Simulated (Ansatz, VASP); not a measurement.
Ir in VASP and in Ansatz

POSCAR

```
Ir
1.0
    0.0000000000      1.9228496764      1.9228496764
    1.9228496764      0.0000000000      1.9228496764
    1.9228496764      1.9228496764      0.0000000000
Ir
1
Direct
    0.0000000000      0.0000000000      0.0000000000
```

The input INCAR.step1:

```
ALGO     = Normal         # electronic algorithm
EDIFF    = 1E-4           # SCF threshold, eV
ENCUT    = 520            # plane-wave cutoff, eV
GGA      = PE             # functional
ISMEAR   = -1             # smearing method
LASPH    = True           # aspherical terms in the spheres
LCHARG   = False          # write CHGCAR
LREAL    = False          # projectors in reciprocal space
LWAVE    = True           # write WAVECAR
NBANDS   = 10             # bands
NELM     = 100            # most SCF steps
PREC     = Accurate       # precision mode
SIGMA    = 0.1            # smearing width, eV
```

File INCAR.step2:

```
ALGO     = Normal         # electronic algorithm
EDIFF    = 1E-6           # SCF threshold, eV
ENCUT    = 520            # plane-wave cutoff, eV
ISIF     = 2              # what is computed and relaxed
ISMEAR   = -1             # smearing method
ISTART   = 1            
LASPH    = True           # aspherical terms in the spheres
LCHARG   = True           # write CHGCAR
LELF     = True           # ELF
LMIXTAU  = True         
LREAL    = False          # projectors in reciprocal space
LVHAR    = True         
LWAVE    = False          # write WAVECAR
METAGGA  = R2SCAN         # meta-GGA
NBANDS   = 10             # bands
NELM     = 100            # most SCF steps
PREC     = Accurate       # precision mode
SIGMA    = 0.1            # smearing width, eV
```

KPOINTS

```
k-points
0
Gamma
  5 5 5
```

Input for Ansatz:

```yaml
crystal:
  lattice:
    - [0.0, 1.9228496764, 1.9228496764]
    - [1.9228496764, 0.0, 1.9228496764]
    - [1.9228496764, 1.9228496764, 0.0]
  atoms:
    - { symbol: Ir, position: [0.0, 0.0, 0.0] }
hamiltonian:
  xc: r2scan
  pseudopotentials:
    kind: paw
    azcp:
      Ir: "pseudopotentials/Ir.paw.azcp"
basis:
  ecutwfc: 500
  fft_grid_basis: typed
kpoints:
  mp_grid: { grid: [5, 5, 5], shift: [0, 0, 0] }
magnetization:
  spin_polarized: false
scf:
  occupations: { method: fermi_dirac, width: 0.1 }
  lower_state_search: "off"
output:
  stress: true
```

Alike in both runs: task single point; functional r2SCAN; k mesh 5 × 5 × 5; occupations fermi-dirac, width 0.1 eV; no spin polarisation.

```csv
,VASP,Ansatz
version,VASP 6.6.1,Ansatz 0.2.0
potentials or method,"VASP PAW PBE potentials, release 64 (Ir)","plane waves (500 eV) with PAW, scalar-relativistic"
plane-wave cutoff (eV),520,500
valence electrons in the cell,9,17
```

Ansatz gave:

| Quantity | Value |
| --- | --- |
| pressure (GPa) | 4.6 |

Which values does VASP return?

Pressure (GPa): 7.0.

The two sets of potentials don't hold the same shells in valence.

Caveats: the k mesh is coarse (spacing up to 0.57 Å⁻¹), so the values aren't converged; the PAW data sets were made with another functional, which shifts forces and pressure a little (VASP). The runs have no spin-orbit coupling, so splittings on Ir are missing.
